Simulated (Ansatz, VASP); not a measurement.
## Two plane-wave programs on Pd

```
Pd
1.0
     2.54391    0.00000    0.00000
     0.00000    2.54391    0.00000
     0.00000    0.00000    2.54391
Pd
1
Direct
  0.00000 0.00000 0.00000
```

Alike in both runs: task single point; functional PBE; k mesh 13 × 13 × 13; occupations fermi-dirac, width 0.1 eV; no spin polarisation.

|  | VASP | Ansatz |
| --- | --- | --- |
| version | VASP 6.6.1 | Ansatz 0.2.0 |
| potentials or method | VASP PAW PBE potentials, release 64 (Pd) | plane waves (420 eV) with PAW, scalar-relativistic |
| plane-wave cutoff (eV) | 520 | 420 |
| valence electrons in the cell | 10 | 18 |

|  | VASP | Ansatz | Ansatz less VASP |
| --- | --- | --- | --- |
| pressure (GPa) | 11.9 | 12.4 | +0.48 |

The two sets of potentials don't hold the same shells in valence.
